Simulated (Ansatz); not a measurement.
# TaS2 (P-3m1): equation of state

One table from this session's results is given with a row withheld; the runs are named, their logs left out.

Method: DFT r²SCAN, scalar-relativistic, plane waves, PAW, in Ansatz 0.2.0.

**The structure to begin with**

It takes space group P-3m1 (No. 164, trigonal). Conventional cell: a = 3.382 Å, b = 3.382 Å, c = 6.190 Å, α = 90.00°, β = 90.00°, γ = 120.00°. Around Ta (site symmetry -3m) lie 6 S at 2.47 Å. S (site symmetry 3m) has 3 Ta at 2.47 Å in its first shell of neighbours.

As a file:

```
CELL_PARAMETERS angstrom
3.38169 0.00000 0.00000
-1.69085 2.92863 0.00000
0.00000 0.00000 6.19048
ATOMIC_POSITIONS crystal
Ta 0.00000 0.00000 0.00000
S 0.33333 0.66667 0.24457
S 0.66667 0.33333 0.75543
```

This cell comes from an earlier session at r²SCAN: 20.436 Å³/atom at 0.02 GPa, on a 12×12×6 mesh.

Volume factors to run: 0.980, 1.020, 0.960, 1.040, 1.070.

The first run:

input.yaml

```yaml
crystal:
  lattice:
    - [3.3589969933, 0.0, 0.0]
    - [-1.6794984966, 2.9089767274, 0.0]
    - [0.0, 0.0, 6.1489320348]
  atoms:
    - { symbol: Ta, position: [0.0, 0.0, 0.0], spin: 0.05 }
    - { symbol: S, position: [0.3333333333, 0.6666666667, 0.2445698221] }
    - { symbol: S, position: [0.6666666667, 0.3333333333, 0.7554301779] }
basis:
  ecutwfc: 500
  ecutrho_ratio: 4
kpoints:
  mp_grid: { grid: [12, 12, 6] }
hamiltonian:
  xc: r2scan
scf:
  occupations: { method: gaussian, width: 0.05 }
output:
  forces: true
  stress: true
  eigenvalues: true
  populations: true
magnetization:
  spin_polarized: true
relax:
  f_tol: 0.01
  max_steps: 40
  cell: { stress_tol: 0.1, fix: [volume] }
```

Started as:

```
$ ansatz run input.yaml --threads 4 --pin off --max-ram 7168MiB --backend cpu --events-out ev --progress --plain --runs-dir out
```

Among the steps run: At 0.980 of the relaxed volume; Volume × 1.020; At 0.960 of the relaxed volume; Volume × 1.040; At 1.070 of the relaxed volume.

One table of the session follows, with a row left open; its other results are not shown here.

It belongs to the step «The fit». 

| volume (Å³/atom) | energy (meV/atom) | pressure (GPa) |
| --- | --- | --- |
| 19.619 | 2.59 | 1.16 |
| 20.028 | ? | ? |
| 20.436 | 0.00 | 0.02 |
| 20.845 | 0.41 | -0.31 |
| 21.254 | 1.51 | -0.53 |
| 21.867 | 3.86 | -0.69 |

Estimate the missing values for volume (Å³/atom) = 20.028.

Worked estimate for «energy (meV/atom)». A straight line through the neighbours (19.619, 2.59) and (20.436, 0.00) gives 2.59 + (0.00 − 2.59) × (20.028 − 19.619) / (20.436 − 19.619) = 1.29; a parabola fitted to 3 rows on both sides gives 0.73.

**Answer.** energy (meV/atom): 0.59; pressure (GPa): 0.51. In «energy (meV/atom)» the line misses by +0.70 and the parabola by +0.14.

To keep in mind: Warnings in the runs' records: seeded moment not kept, stability check not made.
